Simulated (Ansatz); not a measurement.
## An elastic constant from a strain scan in PbS

The calculation used Ansatz 0.2.0, DFT PBE+D3(BJ), scalar-relativistic, plane waves, PAW. Settings: plane waves to 420 eV, k-mesh 16×16×16 (Γ-centred), Gaussian smearing 0.15 eV. Spin–orbit coupling is left out, which can shift energies with elements as heavy as these. No spin polarisation. Energies are free energies at this smearing, counted from the undisturbed cell; pressure is positive in compression.

The undisturbed cell (relaxed at this level; with this scan's settings it stands at -0.1 GPa; this CsCl-type form isn't the usual structure):

```
CELL_PARAMETERS angstrom
3.60174 0.00000 0.00000
0.00000 3.60174 0.00000
0.00000 0.00000 3.60174
ATOMIC_POSITIONS crystal
Pb 0.00000 0.00000 0.00000
S 0.50000 0.50000 0.50000
```

The cell is strained by ε times the Voigt pattern (1, 1, 0, 0, 0, 0) (xx, yy, zz, yz, xz, xy; engineering shear) with fractional coordinates fixed. The cell holds 2 atoms in V0 = 46.72 Å³. The stress column is τ = (1/V0) dE/dε, got from the stress tensor σ (compression positive) at each point as −det(1 + εP) σ : P(1 + εP)⁻¹, with P the pattern as a tensor.

```csv
ε,ΔE (meV/atom),τ (GPa)
-0.0600,?,?
-0.0300,20.619,-9.941
0.0000,0.000,0.172
0.0150,5.181,4.487
0.0450,41.312,11.723
```

Task: Which combination of elastic constants does this scan measure, and how large is it?

Result: For small ε, τ = τ0 + Kε with K = pᵀCp, which for this pattern is 2(C11 + C12) in the cubic axes. The parabola through τ at ε = -0.0300, 0 and 0.0150 has slope K = 304 GPa at zero. The energies per cell, E = NΔE, of the same two points give K = 2[E(ε₊)/ε₊ − E(ε₋)/ε₋]/[(ε₊ − ε₋)V0] = 315 GPa, in agreement.

Task: Predict the withheld row at ε = -0.0600 from the harmonic law, and compare.

Result: ΔE = V0(τ0 ε + Kε²/2)/N = 78.310 meV/atom and τ = -18.07 GPa. The calculation gives 90.018 meV/atom and -22.18 GPa: the energy lies 15 % above the harmonic value, as bonds stiffen under compression.

In a metal these slopes depend on the k mesh and the smearing.